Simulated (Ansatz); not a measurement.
**Trigonal (grey) selenium under PBE: testing the k-point mesh**

Aim: find which k-point mesh is enough for energy and pressure. The geometry was relaxed under PBE beforehand and stays fixed; 8 values are run, from 2×2×1 to 12×12×9. Wanted are the values from which on the energy stays within 10 and 1 meV/atom, and the pressure within 0.5 GPa, of the last run. Within the series other settings stay, but some runs also write fields, which adds to their time. Spin polarisation is left out.

Computed with Ansatz 0.2.0 (DFT PBE, plane waves with PAW, scalar-relativistic, unless a step says otherwise).

1 further run of the same task is left out (set aside as unsound or not needed).

### Step 1. The starting structure

It takes space group P3_121 (No. 152, trigonal). The conventional cell has a = 4.520 Å, b = 4.520 Å, c = 5.045 Å, α = 90.00°, β = 90.00°, γ = 120.00°. Around Se (site symmetry 2) lie 2 Se at 2.40 Å.

Coordinates:

```cif
data_structure
_symmetry_space_group_name_H-M 'P3_121'
_symmetry_Int_Tables_number 152
_cell_length_a 4.5204
_cell_length_b 4.5204
_cell_length_c 5.0453
_cell_angle_alpha 90.000
_cell_angle_beta 90.000
_cell_angle_gamma 120.000
_cell_volume 89.28
loop_
_atom_site_label
_atom_site_type_symbol
_atom_site_symmetry_multiplicity
_atom_site_Wyckoff_symbol
_atom_site_fract_x
_atom_site_fract_y
_atom_site_fract_z
_atom_site_occupancy
Se1 Se 3 a 0.21893 0.00000 0.33333 1
```

### Step 2. k-mesh 2×2×1

The run at 2×2×1.

File input.yaml:

```yaml
crystal:
  lattice:
    - [4.5203796332, 0.0, 0.0]
    - [-2.2601898166, 3.9147635971, 0.0]
    - [0.0, 0.0, 5.0453124951]
  atoms:
    - { symbol: Se, position: [0.2189274285, 0.0, 0.3333333333] }
    - { symbol: Se, position: [1.0, 0.2189274285, 0.6666666667] }
    - { symbol: Se, position: [0.7810725715, 0.7810725715, 0.0] }
hamiltonian:
  xc: pbe
  pseudopotentials:
    kind: paw
    azcp:
      Se: "pseudopotentials/Se.paw.azcp"
basis:
  ecutwfc: 420
  fft_grid_basis: typed
kpoints:
  mp_grid: { grid: [2, 2, 1], shift: [0, 0, 0] }
magnetization:
  spin_polarized: false
scf:
  occupations: { method: fermi_dirac, width: 0.05 }
  lower_state_search: "off"
output:
  stress: true
  write_density: true
  write_potential: true
  elf: true
  volumetric_format: npy
```

Started as:

```sh
ansatz run input.yaml --threads 1 --pin off --max-ram 3584MiB --backend cpu --events-out ev --progress --plain --runs-dir out
```

### Step 3. k-mesh 2×2×2

The run at 2×2×2.

input.yaml, as its differences from that of step 2:

```diff
@@ -19,3 +19,3 @@
 kpoints:
-  mp_grid: { grid: [2, 2, 1], shift: [0, 0, 0] }
+  mp_grid: { grid: [2, 2, 2], shift: [0, 0, 0] }
 magnetization:
@@ -27,5 +27 @@
   stress: true
-  write_density: true
-  write_potential: true
-  elf: true
-  volumetric_format: npy
```

### Step 4. k-mesh 3×3×2

The run at 3×3×2.

input.yaml, as its differences from that of step 3:

```diff
@@ -19,3 +19,3 @@
 kpoints:
-  mp_grid: { grid: [2, 2, 2], shift: [0, 0, 0] }
+  mp_grid: { grid: [3, 3, 2], shift: [0, 0, 0] }
 magnetization:
```

### Step 5. k-mesh 4×4×3

The run at 4×4×3.

input.yaml, as its differences from that of step 4:

```diff
@@ -19,3 +19,3 @@
 kpoints:
-  mp_grid: { grid: [3, 3, 2], shift: [0, 0, 0] }
+  mp_grid: { grid: [4, 4, 3], shift: [0, 0, 0] }
 magnetization:
```

### Step 6. k-mesh 5×5×4

The run at 5×5×4.

input.yaml, as its differences from that of step 5:

```diff
@@ -19,3 +19,3 @@
 kpoints:
-  mp_grid: { grid: [4, 4, 3], shift: [0, 0, 0] }
+  mp_grid: { grid: [5, 5, 4], shift: [0, 0, 0] }
 magnetization:
```

### Step 7. k-mesh 7×7×5

The run at 7×7×5.

input.yaml, as its differences from that of step 6:

```diff
@@ -19,3 +19,3 @@
 kpoints:
-  mp_grid: { grid: [5, 5, 4], shift: [0, 0, 0] }
+  mp_grid: { grid: [7, 7, 5], shift: [0, 0, 0] }
 magnetization:
```

### Step 8. k-mesh 9×9×7

The run at 9×9×7.

input.yaml, as its differences from that of step 7:

```diff
@@ -19,3 +19,3 @@
 kpoints:
-  mp_grid: { grid: [7, 7, 5], shift: [0, 0, 0] }
+  mp_grid: { grid: [9, 9, 7], shift: [0, 0, 0] }
 magnetization:
@@ -27 +27,5 @@
   stress: true
+  write_density: true
+  write_potential: true
+  elf: true
+  volumetric_format: npy
```

### Step 9. k-mesh 12×12×9

The run at 12×12×9.

input.yaml, as its differences from that of step 8:

```diff
@@ -19,3 +19,3 @@
 kpoints:
-  mp_grid: { grid: [9, 9, 7], shift: [0, 0, 0] }
+  mp_grid: { grid: [12, 12, 9], shift: [0, 0, 0] }
 magnetization:
@@ -27,5 +27 @@
   stress: true
-  write_density: true
-  write_potential: true
-  elf: true
-  volumetric_format: npy
```

(Steps that only read results are left out.)

What does the calculation give? Wanted: pressure at 12×12×9.

As calculated:

| quantity | value |
| --- | --- |
| E(σ → 0) stays within 10 meV/atom of 12×12×9 | from 4×4×3 on |
| E(σ → 0) stays within 1 meV/atom | from 5×5×4 on |
| pressure stays within 0.5 GPa | from 2×2×2 on |
| pressure at 12×12×9 | -0.01 GPa |
| CPU time, dearest over cheapest | 25 |

At 2×2×1 the energy differs by -307.0 meV/atom and the pressure by -2.1 GPa. Convergence in k is not monotonic; the energy swings about its limit. 1 meV/atom needs 5×5×4. An insulator needs few points. The last mesh is only the yardstick of this series and isn't shown to be converged. The cell taken over is 9 % larger than the measured one (27.26 Å³/atom, COD), which weighs on all values here.
